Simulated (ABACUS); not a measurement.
The system is NaF (Villiaumite).

```
CELL_PARAMETERS angstrom
0.00000 2.32000 2.32000
2.32000 0.00000 2.32000
2.32000 2.32000 0.00000
ATOMIC_POSITIONS crystal
Na 0.00000 0.00000 0.00000
F 0.50000 0.50000 0.50000
```

| Quantity | Value |
| --- | --- |
| Program | ABACUS 3.10.1 |
| Task | single point |
| Functional | PBE |
| Potentials or basis | PseudoDojo NC SR 0.4.1 PBE standard |
| Cutoff | 1211 eV |
| Density cutoff | 4844 eV |
| Basis | plane waves |
| k mesh | 10 × 10 × 10 |
| Occupations | fermi-dirac, width 0.05 eV |
| Spin | no spin polarisation |

On this cell: pressure 1.9 GPa; largest force zero by symmetry; band gap on the k mesh 6.32 eV, direct.

The same run follows on a disturbed copy (atoms moved at random, drawn with an rms of 0.05 Å):

```xyz
2
Lattice="0.0000 2.3200 2.3200 2.3200 0.0000 2.3200 2.3200 2.3200 0.0000" Properties=species:S:1:pos:R:3 pbc="T T T"
Na    0.0383    0.0104    0.0064
F     2.2983    2.2892    2.3261
```

Task: What does the disturbed cell give?

Result: The energy moves by +3.2 meV/atom; pressure 2.0 GPa; largest force 0.172 eV/Å; band gap on the k mesh 6.32 eV, direct.

Forces in eV/Å, atoms in the order of the input:
```
Na  -0.143 -0.095 -0.001
F    0.143  0.095  0.001
```

Stress tensor (GPa, compression positive):
```
 2.23 -0.07  0.00
-0.07  2.01  0.00
 0.00  0.00  1.82
```

A k mesh can miss the band edges.
